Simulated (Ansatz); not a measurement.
# Structure relaxation of Be

Computed with DFT PBE, scalar-relativistic, plane waves, PAW in Ansatz 0.2.0. Cutoff 420 eV, Γ-centred k mesh, Gaussian smearing, no spin polarisation in the final step.

The start puts Be on the simple hexagonal structure type (P6/mmm, No. 191), at a guessed volume.

```
Be
1.0
     2.15233    0.00000    0.00000
    -1.07616    1.86397    0.00000
     0.00000    0.00000    2.01108
Be
1
Cartesian
  0.0000 0.0000 0.0000
```

Cell and atoms relax at zero pressure; the relaxation can't lower the symmetry of the start. After a coarse first stage the cell is made exact in the group found at 0.06 Å.

Energies count from the standard state of Be at the same level.

**Question.** What does it relax into?

**Answer.** It keeps P6/mmm (No. 191). The result has the simple hexagonal structure. Conventional cell: a = 2.144 Å, c = 2.456 Å. Be is coordinated by 6 Be at 2.14 Å and 2 Be at 2.46 Å.

```xyz
1
Lattice="2.1441 0.0000 0.0000 -1.0721 1.8569 0.0000 0.0000 0.0000 2.4560" Properties=species:S:1:pos:R:3 pbc="T T T"
Be    0.0000    0.0000    0.0000
```

**Question.** What are its volume, energy, density and gap?

**Answer.** The volume per atom is 9.78 Å³. The density is 1.53 g/cm³ and the energy over the standard structure is 0.51 eV/atom. The gap on the 30×30×22 mesh is 0 eV (a metal).

The final run used a 30×30×22 mesh on its 1-atom cell and 0.10 eV smearing. The k mesh leaves about 4 meV/atom of noise in metals. Symmetry constrained the relaxation, so the result can be a saddle point.

This form isn't the element's structure at ambient conditions.